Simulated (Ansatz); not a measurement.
# MoP: the cost of one run

Computed with Ansatz 0.2.0 (DFT PBEsol, scalar-relativistic, plane waves, PAW, unless a step's input says otherwise).

2 further runs of the same task are left out: 2 set aside as unsound or not needed.

## Step 1: The system as given

The structure is hexagonal, space group P-6m2 (No. 187). The conventional cell has a = 3.206 Å, b = 3.206 Å, c = 3.174 Å, α = 90.00°, β = 90.00°, γ = 120.00°. Mo (site symmetry -6m2) has 6 P at 2.44 Å as nearest neighbours. Around P (site symmetry -6m2) lie 6 Mo at 2.44 Å.

Coordinates:

```cif
data_structure
_symmetry_space_group_name_H-M 'P-6m2'
_symmetry_Int_Tables_number 187
_cell_length_a 3.2062
_cell_length_b 3.2062
_cell_length_c 3.1741
_cell_angle_alpha 90.000
_cell_angle_beta 90.000
_cell_angle_gamma 120.000
_cell_volume 28.26
loop_
_atom_site_label
_atom_site_type_symbol
_atom_site_symmetry_multiplicity
_atom_site_Wyckoff_symbol
_atom_site_fract_x
_atom_site_fract_y
_atom_site_fract_z
_atom_site_occupancy
Mo1 Mo 1 a 0.00000 0.00000 0.00000 1
P1 P 1 d 0.33333 0.66667 0.50000 1
```

It is the result of an earlier relaxation at this level (volume 14.13 Å³/atom; gap on the mesh: none (metal)).

## Step 2: The bulk in the cell of the plane

The input, input.yaml:

```yaml
crystal:
  lattice:
    - [3.2062346798, 0.0, 0.0]
    - [-1.6031173399, 2.7766806832, 0.0]
    - [0.0, 0.0, 3.174135098]
  atoms:
    - { symbol: Mo, position: [0.0, 0.0, 0.0] }
    - { symbol: P, position: [0.3333333333, 0.6666666667, 0.5] }
basis:
  ecutwfc: 420
kpoints:
  mp_grid: { grid: [12, 12, 11] }
hamiltonian:
  xc: pbesol
scf:
  occupations: { method: gaussian, width: 0.1 }
output:
  forces: true
  stress: true
  eigenvalues: true
```

Launch:

```bash
ansatz run input.yaml --threads 1 --pin off --max-ram 2560MiB --backend cpu --events-out ev --progress --plain --runs-dir out
```

**Question.** How long does this run take on 1 thread of Intel Xeon 6975P-C (Granite Rapids), shared host, and how much memory does it need?

About 1.9 s, with a peak of 0.41 GiB.
